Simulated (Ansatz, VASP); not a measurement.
## One calculation of GaP, two programs

```
CELL_PARAMETERS angstrom
0.00000 2.72473 2.72473
2.72473 0.00000 2.72473
2.72473 2.72473 0.00000
ATOMIC_POSITIONS crystal
Ga 0.00000 0.00000 0.00000
P 0.25000 0.25000 0.25000
```

Alike in both runs: task single point; functional PBE; k mesh 8 × 8 × 8; occupations gaussian, width 0.02 eV; no spin polarisation.

|  | VASP | Ansatz |
| --- | --- | --- |
| version | VASP 6.6.1 | Ansatz 0.2.0 |
| potentials or method | VASP PAW PBE potentials, release 64 (Ga_d, P) | scalar-relativistic, plane waves, PAW |
| plane-wave cutoff (eV) | 520 | 420 |
| valence electrons in the cell | 18 | 18 |

```csv
,VASP,Ansatz,Ansatz less VASP
gap on the k mesh at the Fermi level (eV),1.64,1.64,0.000
least direct gap on the mesh (eV),1.83,1.83,+0.002
pressure (GPa),2.5,2.6,+0.02
```

A k mesh can miss the band edges.
